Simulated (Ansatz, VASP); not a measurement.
Hf in VASP and in Ansatz

```
Hf
1.0
     4.95641    0.00000    0.00000
    -2.47821    4.29238    0.00000
     0.00000    0.00000   21.13284
Hf
5
Direct
  0.66667 0.33333 0.18928
  0.33333 0.66667 0.23715
  0.00000 0.00000 0.27634
  0.66667 0.33333 0.31643
  0.33333 0.66667 0.37065
```

Alike in both runs: task single point; functional PBE; dispersion D3(BJ); k mesh 6 × 6 × 1; occupations gaussian, width 0.1 eV; no spin polarisation.

```csv
,VASP,Ansatz
version,VASP 6.6.1,Ansatz 0.2.0
potentials or method,"VASP PAW PBE potentials, release 64 (Hf_pv)","scalar-relativistic, plane waves, PAW"
plane-wave cutoff (eV),520,420
valence electrons in the cell,50,130
```

Ansatz gave:

| Item | Value |
| --- | --- |
| gap on the k mesh at the Fermi level (eV) | none |
| rms of the force components (eV/Å) | 0.322 |
| work function, face that differs most (eV) | 3.24 |

Task: What did VASP give for the same quantities?

Result: gap on the k mesh at the Fermi level (eV): none; rms of the force components (eV/Å): 0.319; work function, face that differs most (eV): 2.97.

Atom by atom the forces differ by 0.036 eV/Å (rms over components). A gap of «none» marks a metal or a gap that the smearing closes. With one functional, cell and mesh, what is left measures potentials, basis and numerics. The two sets of potentials don't hold the same shells in valence.

The runs have no spin-orbit coupling, so splittings on Hf are missing.
